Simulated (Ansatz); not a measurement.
# Os/LiH/Al: predicting the conductance of a thicker barrier

**Method.** Ansatz 0.2.0, plane waves with PAW datasets, PBE. Interfaces are relaxed in a short slab (with D3(BJ) where the barrier is layered), set between ideal electrode layers that go on as semi-infinite leads, and the zero-bias conductance G at 300 K comes from T(E) on a typed mesh. The error is the largest of the program's estimates from energy step, mesh, the leads' potential steps and neutrality; its separate bound for narrow resonances between the energies solved isn't counted and can be far larger. The lower electrode is Os (hcp 0001), the upper Al (fcc 111) and the barrier LiH (rock salt 111), on a net of side 2.835 Å; d is the distance between the electrodes' last planes.

Runs in hand:

| planes in the barrier | d (Å) | G (S/m²) | error (%) | lead step (meV) |
| --- | --- | --- | --- | --- |
| 5 | 9.94 | 3.02e13 | 59 | 39 |
| 7 | 12.26 | 1.70e13 | 94 | 68 |
| 9 | 14.58 | 1.04e13 | 71 | 39 |
| 11 | 16.89 | 6.19e12 | 83 | 39 |

Q: A further run has 13 planes, d = 19.21 Å. Fit G ∝ exp(−βd) to the rows shown and predict its conductance.

Working: Take y = ln G: 31.04, 30.46, 29.97 and 29.45. The means are d = 13.42 Å and y = 30.23; Σ(Δd Δy) = −6.08 and Σ(Δd)² = 26.84, so the slope is −0.226 Å⁻¹ (β = 0.226 Å⁻¹). At d = 19.21 Å, y = 30.23 − 0.226 × 5.79 = 28.92, or G = 3.63e12 S/m².

**The withheld run.** The run gave 3.53e12 S/m², with an error estimate of 142 % and a lead step of 68 meV. The prediction is 1.03 times that, a miss under 10 %.

**Limits.** The interfaces are ideal, one cell wide, strained to a common net and relaxed from one registry with their symmetry kept. PBE's gaps are too small, so true decay constants are likely larger where the Fermi level lies deep in a gap. No spin-orbit coupling, phonons, disorder or image charges enter. The rows shown are chosen by tests on error estimates (under 100 to 120 %), lead steps (under 150 meV, though the program warns over 25), intact interfaces and, for fits, a steady trend in the rows shown; the data set holds 414 series of this kind, and not all pass.
